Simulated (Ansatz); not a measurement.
# Ti2Pt3: a trial structure relaxed, part 3 of 3

The task: take a trial cell of Ti2Pt3 to zero force and stress.

Ansatz 0.2.0; DFT PBE, scalar-relativistic, plane waves, PAW.

### 4 Full relaxation

The end of the coarse run is made exact in the group found at a tolerance of 0.06 Å and reduced to its primitive cell.

The input, input.yaml:

```yaml
crystal:
  lattice:
    - [-3.5852979911, 3.5852979911, 3.5852979911]
    - [3.5852979911, -3.5852979911, 3.5852979911]
    - [3.5852979911, 3.5852979911, -3.5852979911]
  atoms:
    - { symbol: Ti, position: [0.5, 0.5, 0.5] }
    - { symbol: Ti, position: [0.0, 0.0, 0.5] }
    - { symbol: Ti, position: [0.0, 0.5, 0.0] }
    - { symbol: Ti, position: [0.5, 0.0, 0.0] }
    - { symbol: Pt, position: [0.0, 0.3199030004, 0.3199030004] }
    - { symbol: Pt, position: [0.0, 0.6800969996, 0.6800969996] }
    - { symbol: Pt, position: [0.3199030004, 0.0, 0.3199030004] }
    - { symbol: Pt, position: [0.6800969996, 0.0, 0.6800969996] }
    - { symbol: Pt, position: [0.3199030004, 0.3199030004, 0.0] }
    - { symbol: Pt, position: [0.6800969996, 0.6800969996, 0.0] }
basis:
  ecutwfc: 420
kpoints:
  mp_grid: { grid: [8, 8, 8] }
hamiltonian:
  xc: pbe
scf:
  occupations: { method: gaussian, width: 0.1 }
output:
  forces: true
  stress: true
  eigenvalues: true
relax:
  adjacent_minimum: "off"
  f_tol: 0.01
  max_steps: 80
  cell: { stress_tol: 0.05 }
```

Run with:

```bash
> ansatz run input.yaml --threads 1 --pin off --max-ram 2560MiB --backend cpu --events-out ev --progress --plain --runs-dir out
```

Output:

```text
Warning: RAYON_NUM_THREADS=1 ignored (pool sized by the plan → 1); use --threads N
Engine: ansatz 0.2.0, x86_64-unknown-linux-gnu
Pseudopotentials: kind: paw
Pseudopotential: Ti, paw, valence charge 12, recommended cutoff 420 eV (normal), Ti.paw.azcp
Pseudopotential: Pt, paw, valence charge 18, recommended cutoff 420 eV (normal), Pt.paw.azcp
Functional definition: PBE
  parameter kappa = 0.804
  parameter beta = 0.06672455060314922
  exchange = pbe_x(kappa = kappa, mu = beta*pi^2/3)
  correlation = pbe_c(beta = beta)
Crystal: 10 atoms, lattice volume = 184.347 Å³
Basis set: ecut = 420 eV, 3559 PW (Γ), exchange–correlation on 90×90×90 points (8 copies of the dense FFT grid, shifted against one another)
Bands: 94, of which v1, the nominal top of the filled ones, is band 78 counted from 1 (77 counted from 0)
Symmetry: 48 space group operations
Space group: Im-3m (ITA 229), of the structure as read, at distance tolerance 5.7e-5 Å
k-points: 29 of 512
Non-local potential: Ti, projectors of the file, l = 0: 3, l = 1: 2, l = 2: 3, l = 3: 1
Non-local potential: Pt, projectors of the file, l = 0: 3, l = 1: 2, l = 2: 2, l = 3: 1
PAW form: soft (Blöchl's): semilocal exchange-correlation on the pseudo side does not see the compensation charge
PAW one-centre angular grid: Ti, 590 points (default); XC on 64 Gauss nodes
PAW one-centre angular grid: Pt, 590 points (default); XC on 64 Gauss nodes
Initial density: superposition of atomic densities (neutral atoms: chi_scale 0, normalization atom), corrected by the library's trained network
Initial wavefunctions: pseudopotential atomic-orbital guess
Functional: x = pbe(κ = 0.804, μ = 0.2195149727645171), c = pbe(β = 0.06672455060314922)
SCF iter   1: F=—  HF=-85139.476555 eV  |F-HF|=—  |Δ(HF+E_count)|=         —  Δρ=7.00e-3  dr2=1.41e-1  ethr=1.77e-3  ⟨swp⟩=4.5  Hψ=8290  notcnv=0
preconditioner: auto → Kerker (q_TF=auto, 2.653 Å⁻¹)  [metal: Δε(μ)=0.009 eV  Ē_g=4.589 eV  σ=0.100 eV  W_gap=0.05  n_scr=54 (ndim 8)  ℏωp=23.8 eV  f_vac=0.000  D(μ)=17.47/eV (n_scr^D=224)]
SCF iter   2: F=—  HF=-85139.467443 eV  |F-HF|=—  |Δ(HF+E_count)|=   9.11e-3  Δρ=3.44e-3  dr2=3.68e-2  ethr=9.01e-5  ⟨swp⟩=1.1  Hψ=3163  notcnv=0
SCF iter   3: F=—  HF=-85139.463815 eV  |F-HF|=—  |Δ(HF+E_count)|=   3.63e-3  Δρ=5.84e-4  dr2=5.58e-4  ethr=2.36e-5  ⟨swp⟩=2.0  Hψ=3671  notcnv=0
SCF iter   4: F=—  HF=-85139.463785 eV  |F-HF|=—  |Δ(HF+E_count)|=   2.96e-5  Δρ=1.52e-4  dr2=7.46e-5  ethr=3.58e-7  ⟨swp⟩=2.0  Hψ=3579  notcnv=0
SCF iter   5: F=—  HF=-85139.464024 eV  |F-HF|=—  |Δ(HF+E_count)|=   2.39e-4  Δρ=5.11e-5  dr2=8.45e-6  ethr=4.78e-8  ⟨swp⟩=2.0  Hψ=3610  notcnv=0
SCF iter   6: F=—  HF=-85139.464025 eV  |F-HF|=—  |Δ(HF+E_count)|=   3.46e-7  Δρ=1.70e-5  dr2=6.18e-7  ethr=5.42e-9  ⟨swp⟩=2.0  Hψ=3684  notcnv=0
SCF iter   7: F=-85139.464025 eV  HF=-85139.464025 eV  |F-HF|=2.79e-9  |Δ(HF+E_count)|=   1.77e-7  Δρ=4.70e-6  dr2=5.84e-8  ethr=6.41e-11  ⟨swp⟩=7.7  Hψ=9831  notcnv=0
SCF 1 converged in 7 iterations: F = -85139.464025 eV  dr2 = 5.84e-8
relax step   1: F+E_penalty+E_count = -85139.46402474 eV  Δ(F+E_penalty+E_count) = +0.000e0 eV  max|allowed force component| = 6.936e-2 eV/Å  Δτ_max = 0.0000 Å  P = -0.138 GPa  Ω = 184.347 Å³  (7 SCF iters, dr2 threshold 1.00e-7 eV, accepted)
Crystal: 10 atoms, lattice volume = 184.072 Å³
Initial density: handed on by an earlier stage of this run
Initial wavefunctions: those handed on with the density
iter 1 solved again at ethr=1.48e-6 eV; its pass at ethr=3.10e-3 eV (dr2=2.31e-3 eV) is discarded
SCF iter   1: F=—  HF=-85139.465302 eV  |F-HF|=—  |Δ(HF+E_count)|=         —  Δρ=1.04e-3  dr2=2.29e-3  ethr=1.48e-6  ⟨swp⟩=2.0  Hψ=8309  notcnv=0
preconditioner: auto → Kerker (q_TF=auto, 2.654 Å⁻¹)  [metal: Δε(μ)=0.009 eV  Ē_g=4.635 eV  σ=0.100 eV  W_gap=0.05  n_scr=54 (ndim 8)  ℏωp=23.9 eV  f_vac=0.000  D(μ)=17.88/eV (n_scr^D=224)]
SCF iter   2: F=—  HF=-85139.465020 eV  |F-HF|=—  |Δ(HF+E_count)|=   2.82e-4  Δρ=5.50e-4  dr2=7.06e-4  ethr=1.47e-6  ⟨swp⟩=1.1  Hψ=2728  notcnv=0
SCF iter   3: F=—  HF=-85139.464879 eV  |F-HF|=—  |Δ(HF+E_count)|=   1.41e-4  Δρ=4.40e-5  dr2=6.81e-6  ethr=4.53e-7  ⟨swp⟩=2.0  Hψ=3821  notcnv=0
SCF iter   4: F=—  HF=-85139.465153 eV  |F-HF|=—  |Δ(HF+E_count)|=   2.74e-4  Δρ=1.78e-5  dr2=1.08e-6  ethr=4.36e-9  ⟨swp⟩=2.0  Hψ=3853  notcnv=0
iter 5 did not close the SCF: its close was put off for the readings that it lacked (scf_convergence_deferred on its scf_iter line)
SCF iter   5: F=-85139.465153 eV  HF=-85139.465153 eV  |F-HF|=6.40e-8  |Δ(HF+E_count)|=   1.32e-7  Δρ=7.07e-6  dr2=1.51e-7  ethr=6.91e-10  ⟨swp⟩=2.0  Hψ=3748  notcnv=0
SCF iter   6: F=-85139.465153 eV  HF=-85139.465153 eV  |F-HF|=1.94e-9  |Δ(HF+E_count)|=   1.21e-8  Δρ=2.20e-6  dr2=1.37e-8  ethr=9.66e-11  ⟨swp⟩=2.1  Hψ=7717  notcnv=0
SCF 2 converged in 6 iterations: F = -85139.465153 eV  dr2 = 1.37e-8
relax step   2: F+E_penalty+E_count = -85139.46515309 eV  Δ(F+E_penalty+E_count) = -1.128e-3 eV  max|allowed force component| = 1.585e-2 eV/Å  Δτ_max = 0.0066 Å  P = +0.179 GPa  Ω = 184.072 Å³  energy of the carried Pulay correction = +8.112e-5 eV  (6 SCF iters, dr2 threshold 3.01e-7 eV, accepted)
Crystal: 10 atoms, lattice volume = 184.350 Å³
iter 1 solved again at ethr=6.89e-7 eV; its pass at ethr=3.10e-3 eV (dr2=1.08e-3 eV) is discarded
SCF iter   1: F=—  HF=-85139.465095 eV  |F-HF|=—  |Δ(HF+E_count)|=         —  Δρ=5.50e-4  dr2=1.08e-3  ethr=6.89e-7  ⟨swp⟩=1.0  Hψ=7992  notcnv=0
preconditioner: auto → Kerker (q_TF=auto, 2.653 Å⁻¹)  [metal: Δε(μ)=0.005 eV  Ē_g=4.634 eV  σ=0.100 eV  W_gap=0.03  n_scr=54 (ndim 8)  ℏωp=23.8 eV  f_vac=0.000  D(μ)=17.93/eV (n_scr^D=224)]
SCF iter   2: F=—  HF=-85139.464997 eV  |F-HF|=—  |Δ(HF+E_count)|=   9.83e-5  Δρ=2.55e-4  dr2=2.54e-4  ethr=6.89e-7  ⟨swp⟩=1.0  Hψ=2726  notcnv=0
SCF iter   3: F=—  HF=-85139.464973 eV  |F-HF|=—  |Δ(HF+E_count)|=   2.36e-5  Δρ=3.75e-5  dr2=3.18e-6  ethr=1.63e-7  ⟨swp⟩=2.0  Hψ=3021  notcnv=0
SCF iter   4: F=—  HF=-85139.465220 eV  |F-HF|=—  |Δ(HF+E_count)|=   2.46e-4  Δρ=9.75e-6  dr2=1.65e-7  ethr=2.04e-9  ⟨swp⟩=2.0  Hψ=4307  notcnv=0
iter 5 did not close the SCF: its close was put off for the readings that it lacked (scf_convergence_deferred on its scf_iter line)
SCF iter   5: F=-85139.465220 eV  HF=-85139.465220 eV  |F-HF|=2.81e-9  |Δ(HF+E_count)|=   1.56e-8  Δρ=3.20e-6  dr2=1.88e-8  ethr=1.06e-10  ⟨swp⟩=2.7  Hψ=5143  notcnv=0
SCF iter   6: F=-85139.465220 eV  HF=-85139.465220 eV  |F-HF|=2.33e-10  |Δ(HF+E_count)|=   1.54e-9  Δρ=7.85e-7  dr2=1.38e-9  ethr=1.20e-11  ⟨swp⟩=2.1  Hψ=7258  notcnv=0
SCF 3 converged in 6 iterations: F = -85139.465220 eV  dr2 = 1.38e-9
relax step   3: F+E_penalty+E_count = -85139.46521956 eV  Δ(F+E_penalty+E_count) = -6.647e-5 eV  max|allowed force component| = 1.684e-3 eV/Å  Δτ_max = 0.0008 Å  P = -0.052 GPa  Ω = 184.350 Å³  energy of the carried Pulay correction = -8.336e-7 eV  (6 SCF iters, dr2 threshold 7.97e-8 eV, accepted)
[... 11 lines left out ...]
relax step   4: F+E_penalty+E_count = -85139.46525323 eV  Δ(F+E_penalty+E_count) = -3.367e-5 eV  max|allowed force component| = 6.118e-5 eV/Å  Δτ_max = 0.0002 Å  P = -0.000 GPa  Ω = 184.279 Å³  energy of the carried Pulay correction = +2.016e-5 eV  (6 SCF iters, dr2 threshold 6.76e-9 eV, accepted)
Initial wavefunctions: pseudopotential atomic-orbital guess (no wavefunctions were taken with the density)
iter 1 solved again at ethr=1.18e-7 eV; its pass at ethr=3.10e-3 eV (dr2=1.85e-4 eV) is discarded
SCF iter   1: F=—  HF=-85139.464964 eV  |F-HF|=—  |Δ(HF+E_count)|=         —  Δρ=1.22e-6  dr2=1.95e-9  ethr=1.18e-7  ⟨swp⟩=3.0  Hψ=14972  notcnv=0
eigensolver tolerance schedule: the retry pair's looser diagonalisation over-reported the residual by 94547.27 of it (diagonalisation noise at an unbounded share of the residual, at the tolerance the schedule requests for it); recorded, not acted on — ethr = c·dr2/N_el stays at c = 1.0e-1
preconditioner: auto → Kerker (q_TF=auto, 2.654 Å⁻¹)  [metal: Δε(μ)=0.009 eV  Ē_g=4.632 eV  σ=0.100 eV  W_gap=0.05  n_scr=54 (ndim 8)  ℏωp=23.8 eV  f_vac=0.000  D(μ)=17.91/eV (n_scr^D=224)]
SCF iter   2: F=—  HF=-85139.465239 eV  |F-HF|=—  |Δ(HF+E_count)|=   2.75e-4  Δρ=6.70e-7  dr2=8.64e-10  ethr=1.25e-12  ⟨swp⟩=4.0  Hψ=7473  notcnv=0
SCF iter   3: F=—  HF=-85139.465239 eV  |F-HF|=—  |Δ(HF+E_count)|=  1.16e-10  Δρ=4.23e-7  dr2=3.57e-10  ethr=1.00e-12  ⟨swp⟩=1.0  Hψ=2726  notcnv=0
iter 4 did not close the SCF: its close was put off for the readings that it lacked (scf_convergence_deferred on its scf_iter line)
SCF iter   4: F=-85139.465239 eV  HF=-85139.465239 eV  |F-HF|=1.46e-11  |Δ(HF+E_count)|=  8.73e-11  Δρ=8.30e-8  dr2=2.44e-11  ethr=1.00e-12  ⟨swp⟩=1.0  Hψ=2726  notcnv=0
iter 5 did not close the SCF: its close was put off for the readings that it lacked (scf_convergence_deferred on its scf_iter line)
SCF iter   5: F=-85139.465239 eV  HF=-85139.465239 eV  |F-HF|=2.91e-11  |Δ(HF+E_count)|=  2.91e-11  Δρ=5.13e-8  dr2=4.30e-12  ethr=1.00e-12  ⟨swp⟩=1.0  Hψ=2726  notcnv=0
iter 6 did not close the SCF: its close was put off for the readings that it lacked (scf_convergence_deferred on its scf_iter line)
SCF iter   6: F=-85139.465239 eV  HF=-85139.465239 eV  |F-HF|=1.46e-11  |Δ(HF+E_count)|=  1.46e-11  Δρ=2.94e-8  dr2=1.59e-12  ethr=1.00e-12  ⟨swp⟩=1.0  Hψ=2726  notcnv=0
iter 7 did not close the SCF: its close was put off for the readings that it lacked (scf_convergence_deferred on its scf_iter line)
SCF iter   7: F=-85139.465239 eV  HF=-85139.465239 eV  |F-HF|=4.37e-11  |Δ(HF+E_count)|=  1.46e-11  Δρ=1.73e-8  dr2=6.22e-13  ethr=1.00e-12  ⟨swp⟩=1.0  Hψ=2726  notcnv=0
SCF iter   8: F=-85139.465239 eV  HF=-85139.465239 eV  |F-HF|=2.91e-11  |Δ(HF+E_count)|=  2.91e-11  Δρ=1.01e-8  dr2=2.22e-13  ethr=1.00e-12  ⟨swp⟩=1.0  Hψ=5568  notcnv=0
SCF 5 converged in 8 iterations: F = -85139.465239 eV  dr2 = 2.22e-13
relax step   5: F+E_penalty+E_count = -85139.46523922 eV  Δ(F+E_penalty+E_count) = +1.401e-5 eV  max|allowed force component| = 6.328e-5 eV/Å  Δτ_max = 0.0000 Å  P = +0.000 GPa  Ω = 184.279 Å³  stress off target by 9.21e-5 GPa  SCF on the basis re-selected at this cell (its energy is not comparable with the rows above)  (8 SCF iters)
basis re-selected at this cell: Δ(F+E_penalty+E_count) = +1.401e-5 eV, ΔP = +0.000 GPa vs the last step (what re-selecting the basis moved, of the pressure what is left beyond the Pulay correction that the steps carried, after the strain that the cell walked since its last selection, with what the two solves' SCF thresholds leave and, on support functions, any second-order correction that the steps lacked; it is no measure of the basis error at this ecutwfc). This SCF's stress stands 9.21e-5 GPa from its target on what of the cell is left free (relax.cell.stress_tol is 5.00e-2 GPa) and its largest allowed force component is 6.33e-5 eV/Å (relax.f_tol is 1.00e-2 eV/Å): within both
SCF converged after 8 iterations
Free energy (F): -85139.465239 eV
Harris-Foulkes:  -85139.465239 eV  (|F-HF|=2.91e-11)
Internal energy: -85139.375700 eV  (E = F + TS)
E sigma→0 (E₀):  -85139.420470 eV
Entropy (-TS):   -0.089539 eV (-8.954 meV/atom)
Fermi energy:    16.359231 eV
--- Per-component energies (eV) ---
  E_band       = -2096.668651
  E_kinetic    = 4919.855881
  E_local      = -15163.972662  (includes V_loc(G=0)·N_el)
  E_nonlocal   = 1229.310932
  E_hartree    = 5823.732916
  E_xc         = -1961.327531
  E_vxc        = -2305.205355  (∫ρ·V_xc dr)
  E_paw        = -60917.301004  (= ΣΔE_a)
  E_vpaw       = -2424.125094  (= ΣTr[D̂ρ^β])
  E_aug_tail   = 0.001754  (compensation charges beyond the density's cutoff)
  E_ewald      = -19069.675986
  E_smearing   = -0.089539  (= −TS)
  E_closure    = 0.000000  (closes the sum)
  Σ components = -85139.465239   (vs F -85139.465239, Δ=0.00e0)
--- Forces (eV/Å), atoms counted from 1 ---
  atom   1  Ti     0.00000000     0.00000000    -0.00000000
  atom   2  Ti     0.00000000    -0.00000000     0.00000000
  atom   3  Ti     0.00000000    -0.00000000     0.00000000
  atom   4  Ti     0.00000000    -0.00000000     0.00000000
  atom   5  Pt     0.00006328     0.00000000     0.00000000
  atom   6  Pt    -0.00006328    -0.00000000     0.00000000
  atom   7  Pt    -0.00000000     0.00006328     0.00000000
  atom   8  Pt     0.00000000    -0.00006328    -0.00000000
  atom   9  Pt    -0.00000000    -0.00000000     0.00006328
  atom  10  Pt    -0.00000000     0.00000000    -0.00006328
  max |Σ_I F_I| component: 8.10e-18 eV/Å
--- Stress (GPa, compression-positive) ---
        0.000092      -0.000000      -0.000000
       -0.000000       0.000092       0.000000
       -0.000000       0.000000       0.000092
  P = ⅓ Tr σ = 0.0001 GPa (0.001 kbar)
--- Band table (eV; the first three rows and the last of 29) ---
  k-point 0: bands = ["-82.4599", "-82.4584", "-82.4584", "-82.4431", "-82.4431", "-82.4431", "-41.3313", "-41.3313", "-41.3313", "-41.3310", "-36.7912", "-36.7612", "-36.7612", "-36.7261", "-36.7261", "-36.7261", "-36.7249", "-36.7249", "-36.7249", "-36.6988", "-36.6988", "-36.6988", "-36.6858", "-36.6858", "-36.6858", "-36.5014", "-36.5014", "-36.5014", "-17.6158", "-17.6158", "-17.6158", "-17.6114", "-17.6114", "-17.6114", "-17.5844", "-17.5844", "-17.5596", "-17.5579", "-17.5579", "-17.5579", "8.2587", "10.8902", "11.2065", "11.2065", "11.4136", "11.4136", "11.4136", "11.5343", "11.5343", "11.5343", "11.8942", "11.8942", "12.1021", "12.1021", "12.1021", "12.1544", "12.1544", "12.1544", "12.3799", "12.3799", "12.7543", "12.7543", "12.7543", "12.8317", "13.0879", "13.0879", "13.6002", "13.6002", "13.6002", "13.8331", "14.2103", "14.6488", "14.6488", "14.6488", "15.5525", "15.5525", "15.5525", "16.3612", "16.3612", "16.3612", "16.4094", "16.4094", "16.4094", "17.6826", "17.6826", "17.7206", "17.7206", "17.7206", "17.8113", "17.8113", "17.8113", "17.8237", "17.8237", "17.8237"]
  k-point 1: bands = ["-82.4598", "-82.4585", "-82.4585", "-82.4431", "-82.4431", "-82.4430", "-41.3316", "-41.3313", "-41.3311", "-41.3309", "-36.7895", "-36.7635", "-36.7621", "-36.7263", "-36.7262", "-36.7251", "-36.7245", "-36.7242", "-36.7238", "-36.6988", "-36.6986", "-36.6978", "-36.6871", "-36.6867", "-36.6864", "-36.5029", "-36.5014", "-36.5000", "-17.6149", "-17.6149", "-17.6130", "-17.6122", "-17.6110", "-17.6104", "-17.5854", "-17.5841", "-17.5610", "-17.5596", "-17.5594", "-17.5583", "8.3716", "10.9361", "11.1392", "11.1638", "11.3847", "11.3894", "11.4384", "11.5103", "11.5185", "11.5906", "11.8831", "11.8974", "11.9114", "11.9134", "12.1369", "12.1375", "12.2356", "12.3417", "12.3759", "12.4399", "12.7321", "12.7742", "12.7974", "12.9572", "12.9791", "13.0434", "13.4840", "13.5002", "13.6100", "13.8236", "14.0404", "14.5482", "14.5822", "14.6337", "15.6047", "15.6151", "15.6803", "16.2592", "16.3068", "16.4514", "16.5225", "16.5907", "16.6917", "17.2954", "17.5686", "17.5829", "17.7132", "17.7296", "17.7636", "17.7713", "17.8641", "17.9323", "17.9705", "18.0335"]
  k-point 2: bands = ["-82.4596", "-82.4587", "-82.4585", "-82.4433", "-82.4431", "-82.4428", "-41.3327", "-41.3313", "-41.3312", "-41.3298", "-36.7848", "-36.7686", "-36.7644", "-36.7279", "-36.7264", "-36.7241", "-36.7237", "-36.7216", "-36.7197", "-36.6987", "-36.6979", "-36.6954", "-36.6906", "-36.6890", "-36.6879", "-36.5065", "-36.5013", "-36.4965", "-17.6158", "-17.6136", "-17.6105", "-17.6086", "-17.6073", "-17.6063", "-17.5882", "-17.5831", "-17.5689", "-17.5634", "-17.5599", "-17.5590", "8.7002", "11.0070", "11.0286", "11.0582", "11.1944", "11.3176", "11.4197", "11.4537", "11.4702", "11.7115", "11.8080", "11.8499", "11.8557", "11.9769", "12.0855", "12.1826", "12.3216", "12.3242", "12.4034", "12.4776", "12.6482", "12.6516", "12.7374", "12.9530", "13.0535", "13.0558", "13.3901", "13.5859", "13.6191", "13.7890", "13.8013", "14.2953", "14.4032", "14.5817", "15.6186", "15.6987", "15.9384", "16.3334", "16.4442", "16.5590", "16.5970", "16.7954", "16.9002", "16.9662", "17.4077", "17.4885", "17.6101", "17.7379", "17.7425", "17.8078", "17.8374", "17.8994", "17.9417", "17.9765"]
  k-point 28: bands = ["-82.4598", "-82.4585", "-82.4585", "-82.4431", "-82.4431", "-82.4431", "-41.3342", "-41.3342", "-41.3342", "-41.3226", "-36.7921", "-36.7616", "-36.7616", "-36.7200", "-36.7200", "-36.7200", "-36.7173", "-36.7173", "-36.7173", "-36.7105", "-36.7105", "-36.7105", "-36.6874", "-36.6874", "-36.6874", "-36.5011", "-36.5011", "-36.5011", "-17.6338", "-17.6338", "-17.6070", "-17.6070", "-17.6070", "-17.6066", "-17.5718", "-17.5718", "-17.5718", "-17.5586", "-17.5586", "-17.5586", "10.0789", "10.8146", "10.8146", "10.8146", "10.8467", "10.8467", "11.5144", "11.5144", "11.5144", "11.5238", "11.5238", "11.5238", "11.7550", "11.9526", "11.9526", "12.0406", "12.0406", "12.5001", "12.5001", "12.5001", "12.5529", "13.0226", "13.0226", "13.0226", "13.1580", "13.4439", "13.4439", "13.4439", "13.9621", "13.9621", "13.9917", "13.9917", "13.9917", "14.8028", "14.8028", "14.8028", "16.0813", "16.0813", "16.0813", "16.4619", "16.4619", "16.4619", "17.2432", "17.5759", "17.5759", "17.5759", "17.6639", "17.6639", "17.7877", "17.7877", "17.7877", "17.8526", "17.8526", "17.8526"]
--- Relaxed structure (4 steps of the walk, 4 accepted, 1 SCFs on fresh bases) ---
  F+E_penalty+E_count = -85139.46523922 eV   max|allowed force component| = 6.328e-5 eV/Å   (the final SCF, on the basis selected at the relaxed cell)
  cell:  # Å, volume = 184.2786 Å³
    - [-3.5848555096979187, 3.5848555096979187, 3.5848555096979187]
    - [3.5848555096979187, -3.5848555096979187, 3.5848555096979187]
    - [3.5848555096979187, 3.5848555096979187, -3.5848555096979187]
  atoms:
    - { symbol: Ti, position: [0.5, 0.5, 0.5] }
    - { symbol: Ti, position: [0.0, 0.0, 0.5] }
    - { symbol: Ti, position: [0.0, 0.5, 0.0] }
    - { symbol: Ti, position: [0.5, 0.0, 0.0] }
    - { symbol: Pt, position: [2.4192179845064664e-20, 0.32068415485286567, 0.32068415485286567] }
    - { symbol: Pt, position: [2.4192179845064697e-20, 0.6793158451471343, 0.6793158451471343] }
    - { symbol: Pt, position: [0.32068415485286567, -7.560056201582698e-21, 0.32068415485286567] }
    - { symbol: Pt, position: [0.6793158451471343, -7.560056201582736e-21, 0.6793158451471343] }
    - { symbol: Pt, position: [0.32068415485286567, 0.32068415485286567, 2.570419108538121e-20] }
    - { symbol: Pt, position: [0.6793158451471343, 0.6793158451471343, 2.5704191085381223e-20] }
```

Run time: 39 s. Hardware: 1 thread of AMD EPYC 9R45 (Zen 5), shared host; peak memory 0.76 GiB.

Relaxation path:

```
step  energy from step 1 (eV/cell)  largest force component (eV/Å)  pressure (GPa)  volume (Å³)
   1                        0.0000                          0.0694           -0.14       184.35
   2                       -0.0011                          0.0158            0.18       184.07
   3                       -0.0012                          0.0017           -0.05       184.35
   4                       -0.0012                          0.0001            0.00       184.28
   5                       -0.0012                          0.0001            0.00       184.28
```

Step 1 is the start. Step 5 repeats the geometry before it on a plane-wave basis chosen anew for that cell, so its energy need not be comparable with the rows above.

Lengths and angles in the start's conventional setting:

|  | before | after | change |
| --- | --- | --- | --- |
| a (Å) | 7.171 | 7.170 | 0.0 % |
| b (Å) | 7.171 | 7.170 | 0.0 % |
| c (Å) | 7.171 | 7.170 | 0.0 % |
| volume (Å³/atom) | 18.43 | 18.43 | 0.0 % |
| shortest distance (Å) | 2.583 | 2.571 | -0.4 % |
| space group (0.01 Å) | Im-3m | Im-3m | same |

The run keeps the 48 symmetry operations of the start, so it could not have lowered the symmetry.

### 5 Outcome

This closing draws on all 3 parts. Changes of volume or cell count from the first structure of part 1.

| quantity | value |
| --- | --- |
| symmetry at the end (tolerance 0.05 Å) | space group Im-3m (No. 229) |
| conventional cell | a = 7.170 Å, b = 7.170 Å, c = 7.170 Å, α = 90.00°, β = 90.00°, γ = 90.00° |
| volume | 18.43 Å³/atom |
| energy over the elements | -0.26 eV/atom |
| gap on the mesh | none (metal) |

**Reading.** The space group Im-3m (No. 229) is kept, and the volume per atom shrinks by 2.6 % from the first guess. A negative formation energy is needed for stability but isn't enough; other structures and compounds were not set against it here. No finished test with a distortion of lower symmetry is shown, so the end may be a saddle point. Spin-orbit coupling is left out for Pt.
